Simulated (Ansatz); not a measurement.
An input for Ansatz 0.2.0 (MoP):

The input input.yaml:

```yaml
crystal:
  lattice:
    - [3.223, 0.0, 0.0]
    - [-1.6115, 2.7911998764, 0.0]
    - [0.0, 0.0, 3.191]
  atoms:
    - { symbol: Mo, position: [0.0, 0.0, 0.0] }
    - { symbol: P, position: [0.3333333333, 0.6666666667, 0.5] }
hamiltonian:
  xc: pbe
  pseudopotentials: { kind: paw }
kpoints:
  mp_grid: { grid: [10, 10, 8] }
scf:
  occupations: { method: fermi_dirac, width: 0.05 }
output:
  eigenvalues: true
dielectric:
  method: response
```

Potentials or basis: Ansatz PAW.

Command:

```console
$ ansatz run input.yaml --threads 2 --pin off --max-ram 5632MiB --backend cpu --events-out ev --progress --plain --runs-dir out
```

Question: How does this run end?

Answer: The run stopped without a result. It printed:

Output:

```text
Error: inconsistent input (total_charge, dielectric): the neutral cell has an odd electron count (19.000), which no filling of whole bands holds here — the response to a homogeneous field is an insulator's; give the cell's own charge, if that leaves an even count, or lock an odd total moment (magnetization.spin_polarized: true, magnetization.spin_locking.lock_magnetization: hard, an odd magnetization.initial_magnetization), or remove dielectric
```
